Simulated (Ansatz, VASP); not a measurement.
## Two plane-wave programs on Hg

File INCAR:

```
SYSTEM = Hg
ALGO = Fast
EDIFF = 1E-6
ENCUT = 520
GGA = PE
ISIF = 2
ISMEAR = 0
IVDW = 12
LASPH = .TRUE.
LCHARG = .TRUE.
LELF = .TRUE.
LREAL = .FALSE.
LVHAR = .TRUE.
LWAVE = .FALSE.
NBANDS = 19
NELM = 60
PREC = Accurate
SIGMA = 0.15
```

KPOINTS

```
k-points
0
G
  18 18 10
  0 0 0
```

POSCAR

```
Hg
1.0
    3.4419845572      0.0000000000      0.0000000000
   -1.7209922786      2.9808460660      0.0000000000
    0.0000000000      0.0000000000      5.2146066042
Hg
2
Direct
    0.6666666667      0.3333333333      0.7500000000
    0.3333333333      0.6666666667      0.2500000000
```

Input for Ansatz:

```yaml
crystal:
  lattice:
    - [3.4419845572, 0.0, 0.0]
    - [-1.7209922786, 2.980846066, 0.0]
    - [0.0, 0.0, 5.2146066042]
  atoms:
    - { symbol: Hg, position: [0.6666666667, 0.3333333333, 0.75] }
    - { symbol: Hg, position: [0.3333333333, 0.6666666667, 0.25] }
basis:
  ecutwfc: 420
kpoints:
  mp_grid: { grid: [18, 18, 10] }
hamiltonian:
  xc: pbe
  dispersion: d3bj
scf:
  occupations: { method: gaussian, width: 0.15 }
output:
  forces: true
  stress: true
  eigenvalues: true
  write_density: true
  write_potential: true
  elf: true
  volumetric_format: npy
```

Alike in both runs: task single point; functional PBE; dispersion D3(BJ); k mesh 18 × 18 × 10; occupations gaussian, width 0.15 eV; no spin polarisation.

|  | VASP | Ansatz |
| --- | --- | --- |
| version | VASP 6.6.1 | Ansatz 0.2.0 |
| potentials or method | VASP PAW PBE potentials, release 64 (Hg) | scalar-relativistic, plane waves, PAW |
| plane-wave cutoff (eV) | 520 | 420 |
| valence electrons in the cell | 24 | 40 |

|  | VASP | Ansatz | Ansatz less VASP |
| --- | --- | --- | --- |
| gap on the k mesh at the Fermi level (eV) | none | none | - |
| pressure (GPa) | -0.4 | -0.6 | -0.18 |
| largest component of the traceless stress (GPa) | 0.29 | 0.25 | -0.042 |

A gap of «none» marks a metal or a gap that the smearing closes. The two sets of potentials don't hold the same shells in valence.

Caveats: pairwise dispersion overbinds metals, which lowers pressure and volume. The runs have no spin-orbit coupling, so splittings on Hg are missing.
